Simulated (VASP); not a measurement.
# CuAu3 (Pm-3m) in VASP: further runs, part 2 of 2

VASP 6.6.1.

## (3) Single point, PBEsol

INCAR

```
SYSTEM = CuAu3
ALGO = Normal
EDIFF = 1E-6
ENCUT = 520
GGA = PS
ISIF = 2
ISMEAR = 0
LASPH = .TRUE.
LCHARG = .TRUE.
LELF = .TRUE.
LREAL = .FALSE.
LVHAR = .TRUE.
LWAVE = .FALSE.
NBANDS = 30
NELM = 100
PREC = Accurate
SIGMA = 0.1
```

KPOINTS

```
k-points
0
G
  4 4 4
  0 0 0
```

POSCAR

```
CuAu3
1.0
    3.9800000000      0.0000000000      0.0000000000
    0.0000000000      3.9800000000      0.0000000000
    0.0000000000      0.0000000000      3.9800000000
Cu Au
1 3
Direct
    0.0000000000      0.0000000000      0.0000000000
    0.0000000000      0.5000000000      0.5000000000
    0.5000000000      0.0000000000      0.5000000000
    0.5000000000      0.5000000000      0.0000000000
```

Potentials or basis: VASP PAW PBE potentials, release 64 (Cu, Au).

The run is started by

```console
$ cat potpaw_PBE.64/Cu/POTCAR potpaw_PBE.64/Au/POTCAR > POTCAR
$ mpirun -np 1 vasp_std > vasp.out
```

OUTCAR:

```text
SYSTEM = CuAu3
   EDIFF = 1E-6
   ENCUT = 520
   GGA = PS
   ISIF = 2
   ISMEAR = 0
   LASPH = .TRUE.
   LREAL = .FALSE.
   NELM = 100
   PREC = Accurate

 ion  position               nearest neighbor table
   1  0.000  0.000  0.000-   2 2.81   3 2.81   4 2.81   2 2.81   3 2.81   2 2.81   4 2.81   2 2.81
                             3 2.81   4 2.81   3 2.81   4 2.81
   2  0.000  0.500  0.500-   1 2.81   3 2.81   4 2.81   1 2.81   4 2.81   1 2.81   3 2.81   1 2.81
                             3 2.81   4 2.81   4 2.81   3 2.81
   3  0.500  0.000  0.500-   1 2.81   2 2.81   4 2.81   1 2.81   4 2.81   2 2.81   4 2.81   4 2.81
                             1 2.81   2 2.81   1 2.81   2 2.81
   4  0.500  0.500  0.000-   1 2.81   2 2.81   3 2.81   2 2.81   3 2.81   1 2.81   3 2.81   3 2.81
                             1 2.81   2 2.81   2 2.81   1 2.81

  LATTYP: Found a simple cubic cell.
 ALAT       =     3.9800000000

  Lattice vectors:

 A1 = (   3.9800000000,   0.0000000000,   0.0000000000)
 A2 = (   0.0000000000,   3.9800000000,   0.0000000000)
 A3 = (   0.0000000000,   0.0000000000,   3.9800000000)

Analysis of symmetry for initial positions (statically):
=====================================================================
 Subroutine PRICEL returns:
 Original cell was already a primitive cell.

 Routine SETGRP: Setting up the symmetry group for a
 simple cubic supercell.

 Subroutine GETGRP returns: Found 48 space group operations
 (whereof 48 operations were pure point group operations)
 out of a pool of 48 trial point group operations.

The static configuration has the point symmetry O_h .

Analysis of symmetry for dynamics (positions and initial velocities):
=====================================================================
 Subroutine PRICEL returns:
 Original cell was already a primitive cell.

 Routine SETGRP: Setting up the symmetry group for a
 simple cubic supercell.

 Subroutine GETGRP returns: Found 48 space group operations
 (whereof 48 operations were pure point group operations)
 out of a pool of 48 trial point group operations.

The dynamic configuration has the point symmetry O_h .

 Subroutine INISYM returns: Found 48 space group operations
 (whereof 48 operations are pure point group operations),
 and found     1 'primitive' translations

----------------------------------------------------------------------------------------

                                     Primitive cell

  volume of cell :      63.0448

  direct lattice vectors                    reciprocal lattice vectors
     3.980000000  0.000000000  0.000000000     0.251256281  0.000000000  0.000000000
     0.000000000  3.980000000  0.000000000     0.000000000  0.251256281  0.000000000
     0.000000000  0.000000000  3.980000000     0.000000000  0.000000000  0.251256281

  length of vectors
     3.980000000  3.980000000  3.980000000     0.251256281  0.251256281  0.251256281

  position of ions in fractional coordinates (direct lattice)
     0.000000000  0.000000000  0.000000000
     0.000000000  0.500000000  0.500000000
     0.500000000  0.000000000  0.500000000
     0.500000000  0.500000000  0.000000000
[... 31 lines left out ...]

 Found     10 irreducible k-points:

 Following reciprocal coordinates:
            Coordinates               Weight
  0.000000  0.000000  0.000000      1.000000
  0.250000  0.000000  0.000000      6.000000
  0.500000  0.000000  0.000000      3.000000
  0.250000  0.250000  0.000000     12.000000
  0.500000  0.250000  0.000000     12.000000
  0.500000  0.500000  0.000000      3.000000
  0.250000  0.250000  0.250000      8.000000
  0.500000  0.250000  0.250000     12.000000
  0.500000  0.500000  0.250000      6.000000
  0.500000  0.500000  0.500000      1.000000
   k-points           NKPTS =     10   k-points in BZ     NKDIM =     10   number of bands    NBANDS=     30
   number of dos      NEDOS =    301   number of ions     NIONS =      4
   total plane-waves  NPLWV =  27000
   dimension x,y,z NGX =    30 NGY =   30 NGZ =   30
   dimension x,y,z NGXF=    60 NGYF=   60 NGZF=   60
   ions per type =               1   3
   NGX,Y,Z   is equivalent  to a cutoff of  12.53, 12.53, 12.53 a.u.
   NGXF,Y,Z  is equivalent  to a cutoff of  25.06, 25.06, 25.06 a.u.
 SYSTEM =  CuAu3
   PREC   = accura    normal or accurate (medium, high low for compatibility)
   ISTART =      0    job   : 0-new  1-cont  2-samecut
   ICHARG =      2    charge: 1-file 2-atom 10-const
   ISPIN  =      1    spin polarized calculation?
   LNONCOLLINEAR =      F non collinear calculations
   LSORBIT =      F    spin-orbit coupling
   LASPH  =      T    aspherical Exc in radial PAW
   ENCUT  =  520.0 eV  38.22 Ry    6.18 a.u.   7.40  7.40  7.40*2*pi/ulx,y,z
   NELM   =    100;   NELMIN=  2; NELMDL= -5     # of ELM steps
   EDIFF  = 0.1E-05   stopping-criterion for ELM
   LREAL  =      F    real-space projection
   EDIFFG = 0.1E-04   stopping-criterion for IOM
   NSW    =      0    number of steps for IOM
   IBRION =     -1    ionic relax: 0-MD 1-quasi-New 2-CG
   NFREE  =      0    steps in history (QN), initial steepest desc. (CG)
   ISIF   =      2    stress and relaxation
   ISYM   =      2    0-nonsym 1-usesym 2-fastsym
   POTIM  = 0.5000    time-step for ionic-motion
   TEBEG  =    0.0;   TEEND  =   0.0 temperature during run
   PSTRESS=    0.0 pullay stress
   NELECT =      44.0000    total number of electrons
   NUPDOWN=      -1.0000    fix difference up-down
   EMIN   =  10.00;   EMAX   =-10.00  energy-range for DOS
   EFERMI =   0.00;   METHOD = LEGACY
   ISMEAR =     0;   SIGMA  =   0.10  broadening in eV -4-tet -1-fermi 0-gaus
   EFERMI_NEDOS =   21; number of points for ismear=-14 and -15
   IALGO  =     38    algorithm
   IMIX   =      4    mixing-type and parameters
     AMIX     =   0.40;   BMIX     =  1.00
     AMIX_MAG =   1.60;   BMIX_MAG =  1.00
  volume/ion in A,a.u.               =      15.76       106.36
  Fermi-wavevector in a.u.,A,eV,Ry     =   1.452143  2.744152 28.690859  2.108719
  Thomas-Fermi vector in A             =   2.569559
   LORBIT       =      0    0 simple, 1 ext, 2 COOP (PROOUT), +10 PAW based schemes
   GGA     = PS    functional components
   LHFCALC =     F    Hartree Fock is set to
   AEXX    =    0.0000 exact exchange contribution
   IVDW    =     0    specifies the selected vdW correction
   LEPSILON=     F    determine dielectric tensor
   LRPA    =     F    only Hartree local field effects (RPA)
 non-spin polarized calculation
 Gauss-broadening in eV      SIGMA  =   0.10
  energy-cutoff  :      520.00
  volume of cell :       63.04
 maximum number of plane-waves:      1743
 NGX is ok and might be reduce to    30
   NGX = 15   NGY = 15   NGZ = 15

 number of electron      44.0000040 magnetization

 Free energy of the ion-electron system (eV)
  ---------------------------------------------------
  ext. energy  EPLUGINS =         0.00000000
  ---------------------------------------------------
  free energy    TOTEN  =       -16.11977648 eV

  energy without entropy =      -16.10296349  energy(sigma->0) =      -16.11136998

 E-fermi :   8.9463     XC(G=0): -12.8746

 val. band max:        8.8286364103   @ k =   0.5000   0.5000   0.0000
 cond. band min:       8.9552216286   @ k =   0.5000   0.5000   0.0000
 fundamental gap:      0.1265852183
 Fermi energy:         8.9462798430

 k-point     1 :       0.0000    0.0000    0.0000
  band No.  band energies     occupation
      1      -0.9699      2.00000
      2       1.5001      2.00000
      3       2.3325      2.00000
      4       2.3325      2.00000
      5       2.3325      2.00000
      6       2.4579      2.00000
[... 319 lines left out ...]
     29      23.7186      0.00000
     30      24.1070      0.00000

------------------------ aborting loop because EDIFF is reached ----------------------------------------

  FORCE on cell =-STRESS in cart. coord.  units (eV):
  Direction    XX          YY          ZZ          XY          YZ          ZX
  --------------------------------------------------------------------------------------
  -------------------------------------------------------------------------------------
  Total       -0.4451543     -0.4451543     -0.4451543      0.0000000      0.0000000     -0.0000000
  in kB      -11.3128489    -11.3128489    -11.3128489      0.0000000      0.0000000     -0.0000000
  external PRESSURE =     -11.3128489 kB  Pullay stress =       0.0000000 kB

 VOLUME and BASIS-vectors are now :
 -----------------------------------------------------------------------------
  energy-cutoff  :      520.00
  volume of cell :       63.04
      direct lattice vectors                 reciprocal lattice vectors
     3.980000000  0.000000000  0.000000000     0.251256281  0.000000000  0.000000000
     0.000000000  3.980000000  0.000000000     0.000000000  0.251256281  0.000000000
     0.000000000  0.000000000  3.980000000     0.000000000  0.000000000  0.251256281

 POSITION                                       TOTAL-FORCE (eV/Angst)
 -----------------------------------------------------------------------------------
      0.00000      0.00000      0.00000         0.000000      0.000000      0.000000
      0.00000      1.99000      1.99000         0.000000      0.000000      0.000000
      1.99000      0.00000      1.99000         0.000000      0.000000      0.000000
      1.99000      1.99000      0.00000         0.000000      0.000000      0.000000
 -----------------------------------------------------------------------------------
    total drift:                                0.000000      0.000000     -0.000000

  FREE ENERGIE OF THE ION-ELECTRON SYSTEM (eV)
  ---------------------------------------------------
  free  energy   TOTEN  =       -16.1197764841 eV

  energy  without entropy=      -16.1029634859  energy(sigma->0) =      -16.11136998
```

Wall time 13 s (1 thread of Intel Xeon Platinum 8488C (Sapphire Rapids), shared host); peak memory 0.17 GiB.

Results:

| Property | Result |
| --- | --- |
| Free energy | -16.1198 eV |
| Pressure | -1.1 GPa |
| Band gap on the k mesh | none (metal or under the smearing width) |

Caveat: the k mesh is coarse (spacing up to 0.39 Å⁻¹), so the values aren't converged; the PAW data sets were made with another functional, which shifts forces and pressure a little.
